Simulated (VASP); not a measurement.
Set up this calculation in VASP 6.6.1, as the native input.

| Item | Value |
| --- | --- |
| Task | relaxation of cell and atoms |
| Functional | PBE |
| Potentials or basis | VASP PAW PBE potentials, release 64 (Mg, O) |
| Cutoff | 600 eV |
| k mesh | 12 × 12 × 12 |
| Occupations | gaussian, width 0.03 eV |
| Spin | no spin polarisation |
| Further INCAR settings | ALGO = Normal; EDIFF = 1e-07; IBRION = 2; EDIFFG = -0.005; NSW = 90; ISIF = 3 |

The structure of MgO lies in POSCAR:

```
MgO                                     
1.0
   -0.0000000000      2.1224813280      2.1224813280
    2.1224813280      0.0000000000      2.1224813280
    2.1224813280      2.1224813280     -0.0000000000
  Mg              O             
     1     1
Direct
     0.0000000000000000    0.0000000000000000    0.0000000000000000
     0.5000000000000000    0.5000000000000000    0.5000000000000000
```

One way to write it, as run:

INCAR

```
SYSTEM = MgO
PREC = Accurate
ENCUT = 600
EDIFF = 1E-7
ISMEAR = 0
SIGMA = 0.03
LREAL = .FALSE.
LASPH = .TRUE.
NELM = 80
ALGO = Normal
ISIF = 3
LWAVE = .FALSE.
LCHARG = .FALSE.
GGA = PE
IBRION = 2
NSW = 90
EDIFFG = -0.005
```

KPOINTS

```
Automatic mesh
0
G
  12 12 12
  0 0 0
```

Potentials or basis: VASP PAW PBE potentials, release 64 (Mg, O).

Command:

```sh
$ cat potpaw_PBE.64/Mg/POTCAR potpaw_PBE.64/O/POTCAR > POTCAR
$ mpirun -np 1 vasp_std > vasp.out
```

Results of the run:

The pressure after relaxing is 0.0 GPa. The band gap on the k mesh is 4.50 eV, direct.

Caveat: the relaxation stopped at its first step, so nothing moved.

Wall time 9.4 s on 1 thread of Intel(R) Xeon(R) Platinum 8488C (Sapphire Rapids) (shared host), peak memory 0.14 GiB.
